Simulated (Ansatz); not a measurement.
# MoS2 in Ansatz: settings compared

One slab, MoS2, is run at these levels: LDA, PBEsol, r2SCAN; tasks: projected density of states.

Everything below comes from runs of Ansatz 0.2.0. Logs are shortened: lines on timing, memory, paths and dates and some standing lists are left out, and cuts for length are marked.

## (1) Starting point

The cell holds a slab with vacuum, 12 atoms: a = 3.184 Å, b = 3.184 Å, c = 34.479 Å, α = 90.00°, β = 90.00°, γ = 120.00°.

## (2) Projected density of states, LDA

The input, input.yaml:

```yaml
crystal:
  lattice:
    - [3.1837189491, 0.0, 0.0]
    - [-1.5918594745, 2.7571814884, 0.0]
    - [0.0, 0.0, 34.47923848]
  atoms:
    - { symbol: Mo, position: [0.3333333333, 0.6666666667, 0.09355563] }
    - { symbol: Mo, position: [0.3333333333, 0.6666666667, 0.72090303] }
    - { symbol: Mo, position: [0.6666666667, 0.3333333333, 0.27909697] }
    - { symbol: Mo, position: [0.6666666667, 0.3333333333, 0.90644437] }
    - { symbol: S, position: [0.6666666667, 0.3333333333, 0.0485463] }
    - { symbol: S, position: [0.6666666667, 0.3333333333, 0.67591175] }
    - { symbol: S, position: [0.3333333333, 0.6666666667, 0.23408966] }
    - { symbol: S, position: [0.3333333333, 0.6666666667, 0.86143131] }
    - { symbol: S, position: [0.6666666667, 0.3333333333, 0.13856869] }
    - { symbol: S, position: [0.6666666667, 0.3333333333, 0.76591034] }
    - { symbol: S, position: [0.3333333333, 0.6666666667, 0.32408825] }
    - { symbol: S, position: [0.3333333333, 0.6666666667, 0.9514537] }
hamiltonian:
  xc: lda
  pseudopotentials: { kind: paw }
kpoints:
  mp_grid: { grid: [10, 10, 1] }
scf:
  occupations: { method: fermi_dirac, width: 0.05 }
  n_extra_bands: 30
output:
  forces: true
  stress: true
  eigenvalues: true
  dos: { projected: true, de: 0.05, nscf_kmesh: { grid: [15, 15, 2] } }
```

Potentials or basis: Ansatz PAW.

Launch:

```bash
$ ansatz run input.yaml --threads 4 --pin off --max-ram 11264MiB --backend cpu --events-out ev --progress --plain --runs-dir out
```

The program printed:

```text
Warning: RAYON_NUM_THREADS=4 ignored (pool sized by the plan → 4); use --threads N
scf.n_extra_bands = 30 over 52 filled bands (N_el = 104.0): the run solves 82 bands
Engine: ansatz 0.2.0, aarch64-unknown-linux-gnu
Pseudopotentials: kind: paw
Pseudopotential: Mo, paw, valence charge 14, recommended cutoff 420 eV (normal), Mo.paw.azcp
Pseudopotential: S, paw, valence charge 6, recommended cutoff 420 eV (normal), S.paw.azcp
Functional definition: SPW92
  exchange = slater_x
  correlation = pw_c
Crystal: 12 atoms, lattice volume = 302.662 Å³
Basis set: ecut = 420 eV, 5935 PW (Γ)
Bands: 82, of which v1, the nominal top of the filled ones, is band 52 counted from 1 (51 counted from 0)
Symmetry: 12 space group operations
Space group: P-3m1 (ITA 164), of the structure as read, at distance tolerance 6.7e-5 Å
k-points: 14 of 100
Non-local potential: Mo, projectors of the file, l = 0: 3, l = 1: 2, l = 2: 2, l = 3: 1
Non-local potential: S, projectors of the file, l = 0: 2, l = 1: 2, l = 2: 2
PAW form: soft (Blöchl's): semilocal exchange-correlation on the pseudo side does not see the compensation charge
PAW frozen core: Mo, regenerated for the run's functional, and the local potential with it (the file was generated under x = pbe(κ = 0.804, μ = 0.2195149727645171), c = pbe(β = 0.06672455060314922))
PAW frozen core: S, regenerated for the run's functional, and the local potential with it (the file was generated under x = pbe(κ = 0.804, μ = 0.2195149727645171), c = pbe(β = 0.06672455060314922))
PAW one-centre angular grid: Mo, 590 points (default); XC on 64 Gauss nodes
PAW one-centre angular grid: S, 110 points (default); XC on 64 Gauss nodes
Initial density: superposition of atomic densities (neutral atoms: chi_scale 0, normalization atom), corrected by the library's trained network
Initial wavefunctions: pseudopotential atomic-orbital guess
Functional: x = slater, c = lda
SCF iter   1: F=—  HF=-26339.207662 eV  |F-HF|=—  |Δ(HF+E_count)|=         —  Δρ=6.76e-3  dr2=1.56e-1  ethr=1.77e-3  ⟨swp⟩=8.3  Hψ=5960  notcnv=0  defer=127
preconditioner: auto → Resta (q_TF=auto, 2.283 Å⁻¹)  ε∞=4.0  [insulator: Δε(μ)=1.089 eV  Ē_g=10.463 eV  σ=0.050 eV  W_gap=1.00  n_scr=30 (ndim 8)  ℏωp=18.1 eV  f_vac=0.272  D(μ)=0.00/eV (n_scr^D=0)  ε∞_Penn≈4.0  vacuum switching on, ρ_ref=7.9e-3 e/Å³]
SCF iter   2: F=—  HF=-26339.207719 eV  |F-HF|=—  |Δ(HF+E_count)|=   5.64e-5  Δρ=3.97e-3  dr2=6.00e-2  ethr=1.50e-4  ⟨swp⟩=2.9  Hψ=1968  notcnv=0  defer=241
SCF iter   3: F=—  HF=-26339.203104 eV  |F-HF|=—  |Δ(HF+E_count)|=   4.61e-3  Δρ=2.39e-3  dr2=8.29e-3  ethr=5.77e-5  ⟨swp⟩=2.1  Hψ=1204  notcnv=0  defer=241
SCF iter   4: F=—  HF=-26339.203890 eV  |F-HF|=—  |Δ(HF+E_count)|=   7.86e-4  Δρ=5.82e-4  dr2=1.09e-3  ethr=7.97e-6  ⟨swp⟩=1.9  Hψ=1055  notcnv=0  defer=241
SCF iter   5: F=—  HF=-26339.203839 eV  |F-HF|=—  |Δ(HF+E_count)|=   5.09e-5  Δρ=1.21e-4  dr2=1.30e-4  ethr=1.04e-6  ⟨swp⟩=2.0  Hψ=1230  notcnv=0  defer=242
SCF iter   6: F=—  HF=-26339.203852 eV  |F-HF|=—  |Δ(HF+E_count)|=   1.22e-5  Δρ=4.68e-5  dr2=1.02e-5  ethr=1.25e-7  ⟨swp⟩=2.0  Hψ=1306  notcnv=0  defer=242
SCF iter   7: F=—  HF=-26339.203697 eV  |F-HF|=—  |Δ(HF+E_count)|=   1.55e-4  Δρ=2.25e-5  dr2=2.53e-6  ethr=9.84e-9  ⟨swp⟩=2.0  Hψ=1296  notcnv=0  defer=244
SCF iter   8: F=—  HF=-26339.203697 eV  |F-HF|=—  |Δ(HF+E_count)|=   3.71e-7  Δρ=1.53e-5  dr2=3.93e-6  ethr=2.43e-9  ⟨swp⟩=2.1  Hψ=1392  notcnv=0  defer=244
SCF iter   9: F=-26339.203697 eV  HF=-26339.203697 eV  |F-HF|=2.39e-9  |Δ(HF+E_count)|=   3.53e-7  Δρ=3.24e-6  dr2=2.49e-8  ethr=9.62e-11  ⟨swp⟩=15.9  Hψ=7415  notcnv=0
SCF 1 converged in 9 iterations: F = -26339.203697 eV  dr2 = 2.49e-8
NSCF: frozen V_eff on 54 k-points
SCF converged after 9 iterations
Free energy (F): -26339.203697 eV
Harris-Foulkes:  -26339.203697 eV  (|F-HF|=2.39e-9)
Internal energy: -26339.203696 eV  (E = F + TS)
E sigma→0 (E₀):  -26339.203696 eV
Entropy (-TS):   -0.000001 eV (-0.000 meV/atom)
Fermi energy:    6.319119 eV
--- Per-component energies (eV) ---
  E_band       = -1135.494760
  E_kinetic    = 2624.360993
  E_local      = -55188.245592  (includes V_loc(G=0)·N_el)
  E_nonlocal   = 824.486802
  E_hartree    = 26427.199454
  E_xc         = -1501.507314
  E_vxc        = -1618.811009  (∫ρ·V_xc dr)
  E_paw        = -16906.602700  (= ΣΔE_a)
  E_vpaw       = -631.671035  (= ΣTr[D̂ρ^β])
  E_aug_tail   = 0.000116  (compensation charges beyond the density's cutoff)
  E_ewald      = 17377.987700
  E_core_change = 3.116845  (= ΣΔE_core)
  E_smearing   = -0.000001  (= −TS)
  E_closure    = -0.000000  (closes the sum)
  Σ components = -26339.203697   (vs F -26339.203697, Δ=0.00e0)
--- Forces (eV/Å), atoms counted from 1 ---
  atom   1  Mo    -0.00000000     0.00000000    -0.00045183
  atom   2  Mo    -0.00000000     0.00000000    -0.00310169
  atom   3  Mo     0.00000000    -0.00000000     0.00310169
  atom   4  Mo     0.00000000    -0.00000000     0.00045183
  atom   5  S      0.00000000     0.00000000     0.30838791
  atom   6  S      0.00000000     0.00000000     0.39412375
  atom   7  S     -0.00000000    -0.00000000     0.30316271
  atom   8  S      0.00000000    -0.00000000     0.30925899
  atom   9  S     -0.00000000     0.00000000    -0.30925899
  atom  10  S      0.00000000     0.00000000    -0.30316271
  atom  11  S     -0.00000000     0.00000000    -0.39412375
  atom  12  S     -0.00000000    -0.00000000    -0.30838791
  max |Σ_I F_I| component: 1.67e-16 eV/Å
--- Stress (GPa, compression-positive) ---
       -4.764680       0.000000      -0.000000
        0.000000      -4.764680       0.000000
       -0.000000       0.000000      -3.049148
  P = ⅓ Tr σ = -4.1928 GPa (-41.928 kbar)
--- Band table (eV; the first three rows and the last of 14) ---
  k-point 0: bands = ["-55.4442", "-55.4442", "-55.4437", "-55.4437", "-29.6512", "-29.6512", "-29.6508", "-29.6508", "-29.4350", "-29.4350", "-29.4350", "-29.4350", "-29.4344", "-29.4344", "-29.4344", "-29.4344", "-8.8624", "-8.8271", "-8.7744", "-8.7379", "-7.5486", "-7.4813", "-7.3924", "-7.3350", "-0.6870", "-0.5225", "-0.2810", "-0.0948", "2.5960", "2.5960", "2.5975", "2.5975", "2.5998", "2.5998", "2.6013", "2.6013", "2.8421", "3.2125", "3.7147", "3.7147", "3.7204", "3.7204", "3.7286", "3.7286", "3.7338", "3.7338", "3.7396", "4.2369", "5.0120", "5.3406", "5.6408", "5.8022", "8.0175", "8.0175", "8.0211", "8.0211", "8.0273", "8.0273", "8.0302", "8.0302", "8.2742", "8.2742", "8.2995", "8.2995", "8.3319", "8.3319", "8.3515", "8.3515", "10.8399", "11.0275", "11.2541", "11.3619", "11.4031", "11.5301", "12.7608", "13.6833", "14.0019", "14.0310", "14.0827", "14.1949", "14.2691", "14.4305"]
[... 3 lines left out ...]
```

It took 27 s on 4 threads of Arm Neoverse V2, shared host; peak memory 1.1 GiB.

What came out:

```
Free energy            : -26339.2037 eV
Largest force          : 0.394 eV/Å
Band gap on the k mesh : 1.18 eV, indirect (least direct gap 1.87 eV)
```

Forces on the atoms (eV/Å):
```
Mo   0.000  0.000  0.000
Mo   0.000  0.000 -0.003
Mo   0.000  0.000  0.003
Mo   0.000  0.000  0.000
S    0.000  0.000  0.308
S    0.000  0.000  0.394
S    0.000  0.000  0.303
S    0.000  0.000  0.309
S    0.000  0.000 -0.309
S    0.000  0.000 -0.303
S    0.000  0.000 -0.394
S    0.000  0.000 -0.308
```

Stress tensor (GPa, compression positive):
```
-4.76  0.00  0.00
 0.00 -4.76  0.00
 0.00  0.00 -3.05
```

States per cell in windows of 0.5 eV (zero at the valence-band top; states under -8 eV left out):
| from (eV) | total | S 3p | Mo 4d | Mo 5s | S 3s | Mo 4p | Mo 4s |
| --- | --- | --- | --- | --- | --- | --- | --- |
| -8.0 | 0.00 | 0.00 | 0.00 | 0.00 | 0.00 | 0.00 | 0.00 |
| -7.5 | 0.00 | 0.00 | 0.00 | 0.00 | 0.00 | 0.00 | 0.00 |
| -7.0 | 0.00 | 0.00 | 0.00 | 0.00 | 0.00 | 0.00 | 0.00 |
| -6.5 | 2.18 | 1.40 | 0.54 | 0.11 | 0.07 | 0.01 | 0.02 |
| -6.0 | 6.74 | 4.02 | 2.30 | 0.18 | 0.11 | 0.03 | 0.02 |
| -5.5 | 3.15 | 2.10 | 0.88 | 0.03 | 0.09 | 0.02 | 0.00 |
| -5.0 | 3.23 | 2.02 | 0.90 | 0.06 | 0.18 | 0.02 | 0.01 |
| -4.5 | 6.34 | 3.77 | 1.73 | 0.22 | 0.47 | 0.04 | 0.02 |
| -4.0 | 7.05 | 4.29 | 2.47 | 0.03 | 0.15 | 0.03 | 0.00 |
| -3.5 | 3.79 | 2.23 | 1.43 | 0.01 | 0.05 | 0.02 | 0.00 |
| -3.0 | 4.44 | 2.56 | 1.70 | 0.02 | 0.06 | 0.02 | 0.00 |
| -2.5 | 6.23 | 4.54 | 1.35 | 0.02 | 0.20 | 0.03 | 0.00 |
| -2.0 | 4.30 | 3.56 | 0.55 | 0.01 | 0.07 | 0.03 | 0.00 |
| -1.5 | 6.11 | 2.20 | 3.61 | 0.06 | 0.09 | 0.02 | 0.00 |
| -1.0 | 2.18 | 0.64 | 1.46 | 0.01 | 0.03 | 0.00 | 0.00 |
| -0.5 | 0.27 | 0.10 | 0.15 | 0.00 | 0.01 | 0.00 | 0.00 |
| 0.0 | 0.00 | 0.00 | 0.00 | 0.00 | 0.00 | 0.00 | 0.00 |
| 0.5 | 0.00 | 0.00 | 0.00 | 0.00 | 0.00 | 0.00 | 0.00 |
| 1.0 | 2.64 | 0.78 | 1.68 | 0.04 | 0.04 | 0.00 | 0.00 |
| 1.5 | 8.40 | 2.58 | 5.38 | 0.09 | 0.12 | 0.01 | 0.00 |
| 2.0 | 8.07 | 2.90 | 4.54 | 0.09 | 0.20 | 0.00 | 0.00 |
| 2.5 | 4.55 | 1.78 | 2.32 | 0.01 | 0.16 | 0.00 | 0.00 |
| 3.0 | 2.74 | 1.23 | 1.25 | 0.00 | 0.10 | 0.00 | 0.00 |
| 3.5 | 4.43 | 2.01 | 2.01 | 0.00 | 0.20 | 0.00 | 0.00 |
| 4.0 | 1.18 | 0.45 | 0.58 | 0.00 | 0.10 | 0.00 | 0.00 |
| 4.5 | 0.00 | 0.00 | 0.00 | 0.00 | 0.00 | 0.00 | 0.00 |
| 5.0 | 0.31 | 0.01 | 0.01 | 0.06 | 0.02 | 0.00 | 0.00 |
| 5.5 | 1.60 | 0.08 | 0.04 | 0.42 | 0.06 | 0.00 | 0.01 |
| 6.0 | 2.37 | 0.13 | 0.06 | 0.47 | 0.08 | 0.00 | 0.01 |
| 6.5 | 2.53 | 0.14 | 0.06 | 0.45 | 0.10 | 0.00 | 0.01 |
| 7.0 | 3.71 | 0.20 | 0.07 | 0.60 | 0.16 | 0.00 | 0.01 |
| 7.5 | 5.27 | 0.26 | 0.10 | 0.68 | 0.14 | 0.00 | 0.01 |

Caveat: the PAW data sets come from PBE, with cores solved anew for the run's functional, which leaves a small shift of forces and pressure; the density of states is complete only up to the lowest level of the last band computed.

## (3) Projected density of states, PBEsol

Edit input.yaml of step 2 so:

```diff
@@ -19,3 +19,3 @@
 hamiltonian:
-  xc: lda
+  xc: pbesol
   pseudopotentials: { kind: paw }
```

Potentials or basis: Ansatz PAW.

Launch:

```bash
$ ansatz run input.yaml --threads 4 --pin off --max-ram 11264MiB --backend cpu --events-out ev --progress --plain --runs-dir out
```

Wall time 28 s (4 threads of Arm Neoverse V2, shared host); peak memory 1.1 GiB.

Results (log left out):

- Free energy: -26680.5784 eV
- Largest force: 0.147 eV/Å
- Band gap on the k mesh: 1.22 eV, indirect (least direct gap 1.87 eV)

Forces on the atoms (eV/Å):
```
Mo   0.000  0.000  0.000
Mo   0.000  0.000 -0.006
Mo   0.000  0.000  0.006
Mo   0.000  0.000  0.000
S    0.000  0.000  0.126
S    0.000  0.000  0.147
S    0.000  0.000  0.123
S    0.000  0.000  0.129
S    0.000  0.000 -0.129
S    0.000  0.000 -0.123
S    0.000  0.000 -0.147
S    0.000  0.000 -0.126
```

Stress tensor (GPa, compression positive):
```
-2.93  0.00  0.00
 0.00 -2.93  0.00
 0.00  0.00 -1.06
```

Levels at points of the mesh, in eV from the valence-band top:
```
            k point  band 49  band 50  band 51  band 52  band 53  band 54  band 55  band 56
 (0.00, 0.00, 0.00)    -0.77    -0.45    -0.16     0.00     2.23     2.23     2.23     2.23
(0.00, -0.50, 0.00)    -1.22    -1.19    -1.17    -1.15     1.69     1.70     1.71     1.71
```

States per cell in windows of 1 eV (zero at the valence-band top; states under -8 eV left out):
| from (eV) | total | S 3p | Mo 4d | Mo 5s | S 3s | Mo 4p | Mo 4s |
| --- | --- | --- | --- | --- | --- | --- | --- |
| -8.0 | 0.00 | 0.00 | 0.00 | 0.00 | 0.00 | 0.00 | 0.00 |
| -7.0 | 1.57 | 1.02 | 0.37 | 0.09 | 0.05 | 0.01 | 0.01 |
| -6.0 | 10.21 | 6.29 | 3.27 | 0.24 | 0.21 | 0.05 | 0.03 |
| -5.0 | 9.38 | 5.72 | 2.54 | 0.27 | 0.64 | 0.06 | 0.03 |
| -4.0 | 10.78 | 6.51 | 3.82 | 0.05 | 0.21 | 0.04 | 0.00 |
| -3.0 | 10.34 | 6.71 | 3.14 | 0.03 | 0.24 | 0.05 | 0.00 |
| -2.0 | 10.38 | 6.17 | 3.72 | 0.07 | 0.17 | 0.05 | 0.00 |
| -1.0 | 3.33 | 1.00 | 2.20 | 0.02 | 0.05 | 0.00 | 0.00 |
| 0.0 | 0.01 | 0.00 | 0.01 | 0.00 | 0.00 | 0.00 | 0.00 |
| 1.0 | 8.85 | 2.62 | 5.76 | 0.10 | 0.11 | 0.01 | 0.00 |
| 2.0 | 13.80 | 5.00 | 7.67 | 0.13 | 0.37 | 0.01 | 0.00 |
| 3.0 | 7.47 | 3.35 | 3.43 | 0.00 | 0.29 | 0.00 | 0.00 |
| 4.0 | 1.88 | 0.73 | 0.91 | 0.00 | 0.16 | 0.00 | 0.00 |
| 5.0 | 1.43 | 0.06 | 0.03 | 0.34 | 0.05 | 0.00 | 0.01 |
| 6.0 | 4.74 | 0.26 | 0.11 | 0.95 | 0.17 | 0.00 | 0.02 |
| 7.0 | 8.37 | 0.44 | 0.15 | 1.26 | 0.29 | 0.00 | 0.02 |

Caveat: the PAW data sets come from PBE, with cores solved anew for the run's functional, which leaves a small shift of forces and pressure; the density of states is complete only up to the lowest level of the last band computed.

## (4) Projected density of states, r2SCAN

Edit input.yaml of step 3 so:

```diff
@@ -19,3 +19,3 @@
 hamiltonian:
-  xc: pbesol
+  xc: r2scan
   pseudopotentials: { kind: paw }
```

Launch:

```bash
$ ansatz run input.yaml --threads 4 --pin off --max-ram 11264MiB --backend cpu --events-out ev --progress --plain --runs-dir out
```

It took 49 s on 4 threads of Arm Neoverse V2, shared host; peak memory 1.7 GiB.

The run converged. Its results:

```yaml
Free_energy: -27128.6055 eV
Largest_force: 0.020 eV/Å
Band_gap_on_the_k_mesh: 1.31 eV, indirect (least direct gap 1.98 eV)
```

Forces on the atoms (eV/Å):
```
Mo   0.000  0.000 -0.001
Mo   0.000  0.000 -0.007
Mo   0.000  0.000  0.007
Mo   0.000  0.000  0.001
S    0.000  0.000 -0.013
S    0.000  0.000 -0.020
S    0.000  0.000 -0.008
S    0.000  0.000 -0.002
S    0.000  0.000  0.002
S    0.000  0.000  0.008
S    0.000  0.000  0.020
S    0.000  0.000  0.013
```

Stress tensor (GPa, compression positive):
```
0.09 0.00 0.00
0.00 0.09 0.00
0.00 0.00 0.23
```

Levels at points of the mesh, in eV from the valence-band top:
```tsv
k point	band 49	band 50	band 51	band 52	band 53	band 54	band 55	band 56
(0.00, 0.00, 0.00)	-0.77	-0.46	-0.17	0.00	2.38	2.38	2.39	2.39
(0.00, -0.50, 0.00)	-1.23	-1.21	-1.19	-1.18	1.80	1.81	1.82	1.83
```

States per cell in windows of 1 eV (zero at the valence-band top; states under -8 eV left out):
| from (eV) | total | S 3p | Mo 4d | S 3s | Mo 5s | Mo 4p | Mo 4s |
| --- | --- | --- | --- | --- | --- | --- | --- |
| -8.0 | 0.00 | 0.00 | 0.00 | 0.00 | 0.00 | 0.00 | 0.00 |
| -7.0 | 4.77 | 2.98 | 1.38 | 0.12 | 0.19 | 0.02 | 0.03 |
| -6.0 | 7.83 | 4.95 | 2.44 | 0.17 | 0.13 | 0.04 | 0.01 |
| -5.0 | 10.38 | 6.41 | 2.79 | 0.67 | 0.28 | 0.07 | 0.03 |
| -4.0 | 10.34 | 6.18 | 3.79 | 0.15 | 0.03 | 0.04 | 0.00 |
| -3.0 | 10.99 | 7.75 | 2.72 | 0.26 | 0.03 | 0.06 | 0.00 |
| -2.0 | 9.19 | 4.73 | 4.06 | 0.13 | 0.07 | 0.04 | 0.00 |
| -1.0 | 2.51 | 0.71 | 1.70 | 0.04 | 0.01 | 0.00 | 0.00 |
| 0.0 | 0.00 | 0.00 | 0.00 | 0.00 | 0.00 | 0.00 | 0.00 |
| 1.0 | 7.75 | 2.21 | 5.18 | 0.07 | 0.08 | 0.01 | 0.00 |
| 2.0 | 13.46 | 4.79 | 7.66 | 0.34 | 0.13 | 0.01 | 0.00 |
| 3.0 | 7.26 | 3.15 | 3.47 | 0.26 | 0.00 | 0.00 | 0.00 |
| 4.0 | 3.53 | 1.42 | 1.70 | 0.26 | 0.00 | 0.00 | 0.00 |
| 5.0 | 0.25 | 0.00 | 0.00 | 0.01 | 0.03 | 0.00 | 0.00 |
| 6.0 | 3.61 | 0.18 | 0.08 | 0.11 | 0.79 | 0.00 | 0.02 |
| 7.0 | 5.36 | 0.27 | 0.10 | 0.21 | 0.88 | 0.00 | 0.02 |

Caveat: the PAW data sets come from PBE, with cores solved anew for the run's functional, which leaves a small shift of forces and pressure; the density of states is complete only up to the lowest level of the last band computed.

## (5) The runs side by side

| level | cutoff (eV) | gap on the mesh (eV) | largest force (eV/Å) |
| --- | --- | --- | --- |
| LDA | 420 | 1.18 | 0.39 |
| PBEsol | 420 | 1.22 | 0.15 |
| r2SCAN | 500 | 1.31 | 0.02 |

Alike in all rows: task projected density of states; potentials or basis Ansatz PAW; no spin polarisation; cell as given; k mesh 10 × 10 × 1; smearing fermi-dirac 0.05 eV.

On the cell as given the gap runs from 1.18 eV (LDA) to 1.31 eV (r2SCAN).

Caveats: the PAW data sets come from PBE, with cores solved anew for the run's functional, which leaves a small shift of forces and pressure; the density of states is complete only up to the lowest level of the last band computed.

Total energies depend on the potentials used, so only differences within one code and one set of settings carry meaning.
